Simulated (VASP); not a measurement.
# CdS (Hawleyite) (F-43m) in VASP: further runs, part 2 of 3

VASP 6.6.1. Earlier steps stand in the parts before.

## Step 3: G0W0 quasiparticle levels, PBE

The input, POSCAR:

```
CdS
1.0
    0.0000000000      2.9165000000      2.9165000000
    2.9165000000      0.0000000000      2.9165000000
    2.9165000000      2.9165000000      0.0000000000
Cd S
1 1
Direct
    0.0000000000      0.0000000000      0.0000000000
    0.7500000000      0.7500000000      0.7500000000
```

The input, INCAR.step1:

```
SYSTEM = CdS
  PREC = Accurate
  ENCUT = 450
  EDIFF = 1E-8
  ISMEAR = 0
  SIGMA = 0.01
  LREAL = .FALSE.
  LASPH = .TRUE.
  NELM = 80
  ALGO = Normal
  LWAVE = .TRUE.
  LCHARG = .FALSE.
  GGA = PE
```

The input, INCAR.step2:

```
SYSTEM = CdS
  PREC = Accurate
  ENCUT = 450
  EDIFF = 1E-8
  ISMEAR = 0
  SIGMA = 0.01
  LREAL = .FALSE.
  LASPH = .TRUE.
  NELM = 1
  ALGO = Exact
  LWAVE = .TRUE.
  LCHARG = .FALSE.
  GGA = PE
  NBANDS = 38
  LOPTICS = .TRUE.
  ISTART = 1
```

The input, INCAR.step3:

```
SYSTEM = CdS
  PREC = Accurate
  ENCUT = 450
  EDIFF = 1E-8
  ISMEAR = 0
  SIGMA = 0.01
  LREAL = .FALSE.
  LASPH = .TRUE.
  ALGO = EVGW0
  LWAVE = .FALSE.
  LCHARG = .FALSE.
  GGA = PE
  NELMGW = 1
  NBANDS = 38
  ENCUTGW = 100
  NOMEGA = 48
  PRECFOCK = Fast
  ISTART = 1
  NBANDSGW = 17
```

The input, KPOINTS:

```
regular mesh
0
G
  3 3 3
  0 0 0
```

Potentials or basis: VASP PAW PBE potentials, release 64 (Cd_GW, S_GW).

The run is started by

```console
$ cat potpaw_PBE.64/Cd_GW/POTCAR potpaw_PBE.64/S_GW/POTCAR > POTCAR
$ cp INCAR.step1 INCAR
$ mpirun -np 1 vasp_std > vasp.out
$ cp INCAR.step2 INCAR
$ mpirun -np 1 vasp_std > vasp.out
$ cp INCAR.step3 INCAR
$ mpirun -np 1 vasp_std > vasp.out
```

OUTCAR:

```text
SYSTEM = CdS
   PREC = Accurate
   ENCUT = 450
   EDIFF = 1E-8
   ISMEAR = 0
   LREAL = .FALSE.
   LASPH = .TRUE.
   GGA = PE
   NELMGW = 1
   ENCUTGW = 100
   PRECFOCK = Fast
   ISTART = 1

 Found      4 irreducible k-points:

 Following reciprocal coordinates:
            Coordinates               Weight
  0.000000  0.000000  0.000000      1.000000
  0.333333  0.000000  0.000000      8.000000
  0.333333  0.333333  0.000000      6.000000
 -0.333333  0.333333  0.000000     12.000000
   k-points           NKPTS =      4   k-points in BZ     NKDIM =     27   number of bands    NBANDS=     38
   number of dos      NEDOS =    301   number of ions     NIONS =      2
   total plane-waves  NPLWV =  27000
   dimension x,y,z NGX =    30 NGY =   30 NGZ =   30
   dimension x,y,z NGXF=    60 NGYF=   60 NGZF=   60
   ions per type =               1   1
   NGX,Y,Z   is equivalent  to a cutoff of  12.09, 12.09, 12.09 a.u.
   NGXF,Y,Z  is equivalent  to a cutoff of  24.18, 24.18, 24.18 a.u.
 SYSTEM =  CdS
   PREC   = accura    normal or accurate (medium, high low for compatibility)
   ISTART =      1    job   : 0-new  1-cont  2-samecut
   ICHARG =      0    charge: 1-file 2-atom 10-const
   ISPIN  =      1    spin polarized calculation?
   LNONCOLLINEAR =      F non collinear calculations
   LSORBIT =      F    spin-orbit coupling
   LASPH  =      T    aspherical Exc in radial PAW
   ENCUT  =  450.0 eV  33.07 Ry    5.75 a.u.   7.13  7.13  7.13*2*pi/ulx,y,z
   NELM   =     60;   NELMIN=  2; NELMDL=  0     # of ELM steps
   EDIFF  = 0.1E-07   stopping-criterion for ELM
   LREAL  =      F    real-space projection
   EDIFFG = 0.1E-06   stopping-criterion for IOM
   NSW    =      0    number of steps for IOM
   IBRION =     -1    ionic relax: 0-MD 1-quasi-New 2-CG
   NFREE  =      0    steps in history (QN), initial steepest desc. (CG)
   ISIF   =      0    stress and relaxation
   ISYM   =      3    0-nonsym 1-usesym 2-fastsym
   POTIM  = 0.5000    time-step for ionic-motion
   TEBEG  =    0.0;   TEEND  =   0.0 temperature during run
   PSTRESS=    0.0 pullay stress
   NELECT =      18.0000    total number of electrons
   NUPDOWN=      -1.0000    fix difference up-down
   EMIN   =  10.00;   EMAX   =-10.00  energy-range for DOS
   EFERMI =   0.00;   METHOD = LEGACY
   ISMEAR =     0;   SIGMA  =   0.01  broadening in eV -4-tet -1-fermi 0-gaus
   EFERMI_NEDOS =   21; number of points for ismear=-14 and -15
   IALGO  =     38    algorithm
   IMIX   =      4    mixing-type and parameters
     AMIX     =   0.40;   BMIX     =  1.00
     AMIX_MAG =   1.60;   BMIX_MAG =  1.00
  volume/ion in A,a.u.               =      24.81       167.41
  Fermi-wavevector in a.u.,A,eV,Ry     =   1.167599  2.206442 18.548649  1.363287
  Thomas-Fermi vector in A             =   2.304097
   LORBIT       =      0    0 simple, 1 ext, 2 COOP (PROOUT), +10 PAW based schemes
   GGA     = PE    functional components
   LHFCALC =     T    Hartree Fock is set to
   PRECFOCK=fast      Normal, Fast or Accurate (Low or Medium for compatibility)
   ENCUT4O =  -1.0   cutoff for four orbital integrals eV
   NKREDX  =     1    reduce k-point grid by
   NKREDY  =     1    reduce k-point grid by
   NKREDZ  =     1    reduce k-point grid by
   AEXX    =    1.0000 exact exchange contribution
   HFSCREEN=    0.0000 screening length (either q_TF or 0.3 A-1)
   HFSCREENC=   0.0000 screening length for correlation (either q_TF or 0.3 A-1)
   ENCUTFOCK=  -1.0 apply spherical cutoff to Coloumb kernel
   IVDW    =     0    specifies the selected vdW correction
   LEPSILON=     F    determine dielectric tensor
   LRPA    =     F    only Hartree local field effects (RPA)
   LRPAFORCE           =     F    calculate RPA forces
   ENCUTGW             = 100.0    cutoff for response function in eV
   ENCUTGWSOFT         =  80.0    soft cutoff for Coulomb kernel in GW response function in eV
   ENCUTLF             =  -1.0    cutoff for local field effects
   NELMGW              =     1    number of iterations in solving QP/BSE equation
   NELMHF              =     1    number of iterations in the inner HF iteration
   NKREDLFX            =     1    NKREDLFY  =   1   NKREDLFZ  =   1
 non-spin polarized calculation
 Gauss-broadening in eV      SIGMA  =   0.01
  energy-cutoff  :      450.00
  volume of cell :       49.62
 maximum number of plane-waves:      1089
 NGX is ok and might be reduce to    30
  NGX = 16; NGY = 16; NGZ = 16
   NGX = 15   NGY = 15   NGZ = 15
 maximum number of plane-waves:       116

 QP shifts <psi_nk| G(iteration)W_0 |psi_nk>: iteration 1
 for sc-GW calculations column KS-energies equals QP-energies in previous step
 and V_xc(KS)=  KS-energies - (<T + V_ion + V_H > + <T+V_H+V_ion>^1  + <V_x>^1)

 k-point   1 :       0.0000    0.0000    0.0000
  band No.  KS-energies  QP-energies   sigma(KS)   V_xc(KS)     V^pw_x(r,r')   Z            occupation Imag(sigma)

      1      -9.6269      -9.6489     -13.0269     -12.9919     -20.9027       0.6281       2.0000       1.2241
      2      -5.0684      -6.2406     -16.8577     -15.1709     -22.9360       0.6949       2.0000       0.2892
      3      -5.0684      -6.2406     -16.8577     -15.1709     -22.9360       0.6949       2.0000       0.2892
      4      -5.0684      -6.2406     -16.8577     -15.1709     -22.9360       0.6949       2.0000       0.2892
      5      -4.5976      -5.8558     -17.2810     -15.4962     -23.2435       0.7050       2.0000       0.2319
      6      -4.5976      -5.8558     -17.2810     -15.4962     -23.2435       0.7050       2.0000       0.2319
[... 9 lines left out ...]
     16      14.1407      14.6038      -7.2724      -7.8901      -2.3983       0.7499       0.0000      -0.4039
     17      15.9596      16.1792      -6.9255      -7.2158      -2.1079       0.7565       0.0000      -0.4990

 k-point   2 :       0.3333    0.0000    0.0000
  band No.  KS-energies  QP-energies   sigma(KS)   V_xc(KS)     V^pw_x(r,r')   Z            occupation Imag(sigma)

      1      -9.3038      -9.3445     -13.4837     -13.4191     -21.2667       0.6305       2.0000       1.1342
      2      -4.9703      -6.1565     -16.9451     -15.2474     -23.0090       0.6987       2.0000       0.2839
      3      -4.9703      -6.1565     -16.9451     -15.2474     -23.0090       0.6987       2.0000       0.2839
      4      -4.5971      -5.7377     -16.6715     -15.0455     -22.6116       0.7015       2.0000       0.2964
      5      -4.5807      -5.8427     -17.3034     -15.5178     -23.2754       0.7068       2.0000       0.2348
      6      -4.5807      -5.8427     -17.3034     -15.5178     -23.2754       0.7068       2.0000       0.2348
[... 9 lines left out ...]
     16      13.7010      14.5559      -8.8620     -10.0127      -4.4381       0.7430       0.0000      -0.2975
     17      18.3220      19.3573      -8.9202     -10.2802      -3.6687       0.7613       0.0000      -0.7988

 k-point   3 :       0.3333    0.3333    0.0000
  band No.  KS-energies  QP-energies   sigma(KS)   V_xc(KS)     V^pw_x(r,r')   Z            occupation Imag(sigma)

      1      -9.2013      -9.2515     -13.6404     -13.5609     -21.3927       0.6320       2.0000       1.1053
      2      -4.8462      -6.0349     -16.6140     -14.9175     -22.5267       0.7007       2.0000       0.2799
      3      -4.8208      -6.0217     -17.1222     -15.4114     -23.1891       0.7019       2.0000       0.2788
      4      -4.8208      -6.0217     -17.1222     -15.4114     -23.1891       0.7019       2.0000       0.2788
      5      -4.5327      -5.7964     -17.3511     -15.5674     -23.3312       0.7085       2.0000       0.2303
      6      -4.4825      -5.6552     -16.8801     -15.2174     -22.8132       0.7053       2.0000       0.2701
[... 9 lines left out ...]
     16      18.0285      18.5669      -7.4623      -8.1650      -2.5435       0.7663       0.0000      -0.6249
     17      18.1520      19.2738      -9.5089     -11.0075      -4.2656       0.7486       0.0000      -0.7599

 k-point   4 :      -0.3333    0.3333    0.0000
  band No.  KS-energies  QP-energies   sigma(KS)   V_xc(KS)     V^pw_x(r,r')   Z            occupation Imag(sigma)

      1      -9.0987      -9.1630     -13.8272     -13.7258     -21.5520       0.6340       2.0000       1.0754
      2      -4.8899      -6.0943     -16.9208     -15.2036     -22.9342       0.7014       2.0000       0.2797
      3      -4.8169      -6.0166     -17.1248     -15.4167     -23.1912       0.7023       2.0000       0.2768
      4      -4.6468      -5.9060     -17.2035     -15.4189     -23.1757       0.7056       2.0000       0.2444
      5      -4.5750      -5.8394     -17.2945     -15.5085     -23.2673       0.7080       2.0000       0.2346
      6      -4.0334      -5.1488     -17.1767     -15.5957     -23.1416       0.7055       2.0000       0.2686
[... 9 lines left out ...]
     16      17.1131      18.0578      -8.8943     -10.1620      -3.8311       0.7452       0.0000      -0.5826
     17      17.7266      18.8623      -9.5073     -11.0242      -4.1776       0.7487       0.0000      -0.7566
```

Run time: 21 s. Hardware: 1 thread of Intel Xeon 6975P-C (Granite Rapids), shared host; peak memory 0.33 GiB.

The run converged, but some of its settings lie outside the range that counts as converged, so its numbers aren't taken as properties of the crystal.

Results:

* Band gap on the k mesh, mean-field level: 1.10 eV, direct
* Quasiparticle gap: 1.77 eV
* Least direct quasiparticle gap: 1.77 eV

Caveat: the k mesh is coarse (spacing up to 0.62 Å⁻¹), so the values aren't converged; bands, screening cutoff and mesh are small and nothing is extrapolated, so the quasiparticle values aren't converged.

## Step 4: G0W0 quasiparticle levels, PBE

POSCAR is that of step 3.

INCAR.step1 is that of step 3.

INCAR.step2 is that of step 3.

Changes to INCAR.step3 since step 3:

```diff
@@ -14,3 +14,3 @@
   NBANDS = 38
-  ENCUTGW = 100
+  ENCUTGW = 200
   NOMEGA = 48
```

KPOINTS is that of step 3.

Potentials or basis: VASP PAW PBE potentials, release 64 (Cd_GW, S_GW).

The run is started by

```console
$ cat potpaw_PBE.64/Cd_GW/POTCAR potpaw_PBE.64/S_GW/POTCAR > POTCAR
$ cp INCAR.step1 INCAR
$ mpirun -np 1 vasp_std > vasp.out
$ cp INCAR.step2 INCAR
$ mpirun -np 1 vasp_std > vasp.out
$ cp INCAR.step3 INCAR
$ mpirun -np 1 vasp_std > vasp.out
```

OUTCAR:

```text
SYSTEM = CdS
   PREC = Accurate
   ENCUT = 450
   EDIFF = 1E-8
   ISMEAR = 0
   LREAL = .FALSE.
   LASPH = .TRUE.
   GGA = PE
   NELMGW = 1
   ENCUTGW = 200
   PRECFOCK = Fast
   ISTART = 1

 Found      4 irreducible k-points:

 Following reciprocal coordinates:
            Coordinates               Weight
  0.000000  0.000000  0.000000      1.000000
  0.333333  0.000000  0.000000      8.000000
  0.333333  0.333333  0.000000      6.000000
 -0.333333  0.333333  0.000000     12.000000
   k-points           NKPTS =      4   k-points in BZ     NKDIM =     27   number of bands    NBANDS=     38
   number of dos      NEDOS =    301   number of ions     NIONS =      2
   total plane-waves  NPLWV =  27000
   dimension x,y,z NGX =    30 NGY =   30 NGZ =   30
   dimension x,y,z NGXF=    60 NGYF=   60 NGZF=   60
   ions per type =               1   1
   NGX,Y,Z   is equivalent  to a cutoff of  12.09, 12.09, 12.09 a.u.
   NGXF,Y,Z  is equivalent  to a cutoff of  24.18, 24.18, 24.18 a.u.
 SYSTEM =  CdS
   PREC   = accura    normal or accurate (medium, high low for compatibility)
   ISTART =      1    job   : 0-new  1-cont  2-samecut
   ICHARG =      0    charge: 1-file 2-atom 10-const
   ISPIN  =      1    spin polarized calculation?
   LNONCOLLINEAR =      F non collinear calculations
   LSORBIT =      F    spin-orbit coupling
   LASPH  =      T    aspherical Exc in radial PAW
   ENCUT  =  450.0 eV  33.07 Ry    5.75 a.u.   7.13  7.13  7.13*2*pi/ulx,y,z
   NELM   =     60;   NELMIN=  2; NELMDL=  0     # of ELM steps
   EDIFF  = 0.1E-07   stopping-criterion for ELM
   LREAL  =      F    real-space projection
   EDIFFG = 0.1E-06   stopping-criterion for IOM
   NSW    =      0    number of steps for IOM
   IBRION =     -1    ionic relax: 0-MD 1-quasi-New 2-CG
   NFREE  =      0    steps in history (QN), initial steepest desc. (CG)
   ISIF   =      0    stress and relaxation
   ISYM   =      3    0-nonsym 1-usesym 2-fastsym
   POTIM  = 0.5000    time-step for ionic-motion
   TEBEG  =    0.0;   TEEND  =   0.0 temperature during run
   PSTRESS=    0.0 pullay stress
   NELECT =      18.0000    total number of electrons
   NUPDOWN=      -1.0000    fix difference up-down
   EMIN   =  10.00;   EMAX   =-10.00  energy-range for DOS
   EFERMI =   0.00;   METHOD = LEGACY
   ISMEAR =     0;   SIGMA  =   0.01  broadening in eV -4-tet -1-fermi 0-gaus
   EFERMI_NEDOS =   21; number of points for ismear=-14 and -15
   IALGO  =     38    algorithm
   IMIX   =      4    mixing-type and parameters
     AMIX     =   0.40;   BMIX     =  1.00
     AMIX_MAG =   1.60;   BMIX_MAG =  1.00
  volume/ion in A,a.u.               =      24.81       167.41
  Fermi-wavevector in a.u.,A,eV,Ry     =   1.167599  2.206442 18.548649  1.363287
  Thomas-Fermi vector in A             =   2.304097
   LORBIT       =      0    0 simple, 1 ext, 2 COOP (PROOUT), +10 PAW based schemes
   GGA     = PE    functional components
   LHFCALC =     T    Hartree Fock is set to
   PRECFOCK=fast      Normal, Fast or Accurate (Low or Medium for compatibility)
   ENCUT4O =  -1.0   cutoff for four orbital integrals eV
   NKREDX  =     1    reduce k-point grid by
   NKREDY  =     1    reduce k-point grid by
   NKREDZ  =     1    reduce k-point grid by
   AEXX    =    1.0000 exact exchange contribution
   HFSCREEN=    0.0000 screening length (either q_TF or 0.3 A-1)
   HFSCREENC=   0.0000 screening length for correlation (either q_TF or 0.3 A-1)
   ENCUTFOCK=  -1.0 apply spherical cutoff to Coloumb kernel
   IVDW    =     0    specifies the selected vdW correction
   LEPSILON=     F    determine dielectric tensor
   LRPA    =     F    only Hartree local field effects (RPA)
   LRPAFORCE           =     F    calculate RPA forces
   ENCUTGW             = 200.0    cutoff for response function in eV
   ENCUTGWSOFT         = 160.0    soft cutoff for Coulomb kernel in GW response function in eV
   ENCUTLF             =  -1.0    cutoff for local field effects
   NELMGW              =     1    number of iterations in solving QP/BSE equation
   NELMHF              =     1    number of iterations in the inner HF iteration
   NKREDLFX            =     1    NKREDLFY  =   1   NKREDLFZ  =   1
 non-spin polarized calculation
 Gauss-broadening in eV      SIGMA  =   0.01
  energy-cutoff  :      450.00
  volume of cell :       49.62
 maximum number of plane-waves:      1089
 NGX is ok and might be reduce to    30
  NGX = 16; NGY = 16; NGZ = 16
   NGX = 15   NGY = 15   NGZ = 15
 maximum number of plane-waves:       331

 QP shifts <psi_nk| G(iteration)W_0 |psi_nk>: iteration 1
 for sc-GW calculations column KS-energies equals QP-energies in previous step
 and V_xc(KS)=  KS-energies - (<T + V_ion + V_H > + <T+V_H+V_ion>^1  + <V_x>^1)

 k-point   1 :       0.0000    0.0000    0.0000
  band No.  KS-energies  QP-energies   sigma(KS)   V_xc(KS)     V^pw_x(r,r')   Z            occupation Imag(sigma)

      1      -9.6269      -9.6828     -13.0809     -12.9919     -20.9027       0.6279       2.0000       1.2289
      2      -5.0684      -6.2183     -16.8287     -15.1709     -22.9360       0.6936       2.0000       0.2915
      3      -5.0684      -6.2183     -16.8287     -15.1709     -22.9360       0.6936       2.0000       0.2915
      4      -5.0684      -6.2183     -16.8287     -15.1709     -22.9360       0.6936       2.0000       0.2915
      5      -4.5976      -5.8308     -17.2487     -15.4962     -23.2435       0.7037       2.0000       0.2345
      6      -4.5976      -5.8308     -17.2487     -15.4962     -23.2435       0.7037       2.0000       0.2345
[... 9 lines left out ...]
     16      14.1407      14.6073      -7.2680      -7.8901      -2.3983       0.7500       0.0000      -0.4022
     17      15.9596      16.1854      -6.9174      -7.2158      -2.1079       0.7564       0.0000      -0.4981

 k-point   2 :       0.3333    0.0000    0.0000
  band No.  KS-energies  QP-energies   sigma(KS)   V_xc(KS)     V^pw_x(r,r')   Z            occupation Imag(sigma)

      1      -9.3038      -9.3786     -13.5378     -13.4191     -21.2667       0.6303       2.0000       1.1385
      2      -4.9703      -6.1334     -16.9154     -15.2474     -23.0090       0.6973       2.0000       0.2862
      3      -4.9703      -6.1334     -16.9154     -15.2474     -23.0090       0.6973       2.0000       0.2862
      4      -4.5971      -5.7176     -16.6457     -15.0455     -22.6116       0.7003       2.0000       0.2989
      5      -4.5807      -5.8176     -17.2710     -15.5178     -23.2754       0.7055       2.0000       0.2376
      6      -4.5807      -5.8176     -17.2710     -15.5178     -23.2754       0.7055       2.0000       0.2376
[... 9 lines left out ...]
     16      13.7010      14.5569      -8.8600     -10.0127      -4.4381       0.7425       0.0000      -0.2985
     17      18.3220      19.3480      -8.9326     -10.2802      -3.6687       0.7614       0.0000      -0.8061

 k-point   3 :       0.3333    0.3333    0.0000
  band No.  KS-energies  QP-energies   sigma(KS)   V_xc(KS)     V^pw_x(r,r')   Z            occupation Imag(sigma)

      1      -9.2013      -9.2854     -13.6941     -13.5609     -21.3927       0.6318       2.0000       1.1095
      2      -4.8462      -6.0131     -16.5863     -14.9175     -22.5267       0.6993       2.0000       0.2824
      3      -4.8208      -5.9977     -17.0912     -15.4114     -23.1891       0.7006       2.0000       0.2812
      4      -4.8208      -5.9977     -17.0912     -15.4114     -23.1891       0.7006       2.0000       0.2812
      5      -4.5327      -5.7711     -17.3186     -15.5674     -23.3312       0.7072       2.0000       0.2331
      6      -4.4825      -5.6344     -16.8536     -15.2174     -22.8132       0.7040       2.0000       0.2727
[... 9 lines left out ...]
     16      18.0285      18.5656      -7.4640      -8.1650      -2.5435       0.7662       0.0000      -0.6257
     17      18.1520      19.2631      -9.5231     -11.0075      -4.2656       0.7485       0.0000      -0.7664

 k-point   4 :      -0.3333    0.3333    0.0000
  band No.  KS-energies  QP-energies   sigma(KS)   V_xc(KS)     V^pw_x(r,r')   Z            occupation Imag(sigma)

      1      -9.0987      -9.1969     -13.8807     -13.7258     -21.5520       0.6337       2.0000       1.0792
      2      -4.8899      -6.0709     -16.8907     -15.2036     -22.9342       0.7000       2.0000       0.2819
      3      -4.8169      -5.9927     -17.0940     -15.4167     -23.1912       0.7010       2.0000       0.2790
      4      -4.6468      -5.8811     -17.1715     -15.4189     -23.1757       0.7043       2.0000       0.2471
      5      -4.5750      -5.8143     -17.2621     -15.5085     -23.2673       0.7067       2.0000       0.2374
      6      -4.0334      -5.1303     -17.1536     -15.5957     -23.1416       0.7041       2.0000       0.2716
[... 9 lines left out ...]
     16      17.1131      18.0488      -8.9056     -10.1620      -3.8311       0.7448       0.0000      -0.5847
     17      17.7266      18.8486      -9.5256     -11.0242      -4.1776       0.7487       0.0000      -0.7666
```

It took 26 s on 1 thread of Intel Xeon 6975P-C (Granite Rapids), shared host; peak memory 0.33 GiB.

These settings aren't checked as converged: the numbers below hold their error.

What came out:

```
Band gap on the k mesh, mean-field level : 1.10 eV, direct
Quasiparticle gap                        : 1.77 eV
Least direct quasiparticle gap           : 1.77 eV
```

Caveat: the k mesh is coarse (spacing up to 0.62 Å⁻¹), so the values aren't converged; bands, screening cutoff and mesh are small and nothing is extrapolated, so the quasiparticle values aren't converged.

[end of part 2 of 3]
